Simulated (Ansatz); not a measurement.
A relaxed cell of C is given with its symmetry left out. The cell was found from a structure generator's guess, not taken from experiment.

Method: DFT PBE, scalar-relativistic, plane waves, PAW in Ansatz. Cutoff 420 eV, Γ-centred mesh, Gaussian smearing, no spin polarisation.

```
C
1.0
     1.65024    0.00000    0.00000
     0.00000    2.46443    0.00000
    -0.39356    0.00000    5.43194
C
2
Direct
  0.51917 0.25000 0.08039
  0.48083 0.75000 0.91961
```

Energies count from the standard state of C at the same level.

Task: What space group does it have?

Result: P2_1/m (No. 11). Conventional cell: a = 1.650 Å, b = 2.464 Å, c = 5.446 Å, β = 94.1°. Around C lie 2 C at 1.51 Å and 2 C at 1.65 Å.

Task: How far does it lie from the standard state of C?

Result: +1.779 eV/atom. It lies above the standard state, so it could only be metastable.

Task: Is it a metal?

Result: No, the gap on the 22×14×8 mesh is 0.32 eV.

The last run used a 22×14×8 mesh (in the run's order of axes) for its 2-atom cell and Gaussian smearing of 0.02 eV. No dispersion correction is applied, so the spacing and binding between layers, chains or molecules are poorly described. Kohn–Sham gaps at this level usually fall short of measured ones. The reference form of C is held partly by dispersion forces, which this level lacks. Small gaps are read on the mesh alone, and bands can cross between its points. Symmetry constrained the relaxation, so the result can be a saddle point. Another cell of C relaxed alike, in Fd-3m, lies 1.64 eV/atom lower, so this cell isn't the stable form at this level.
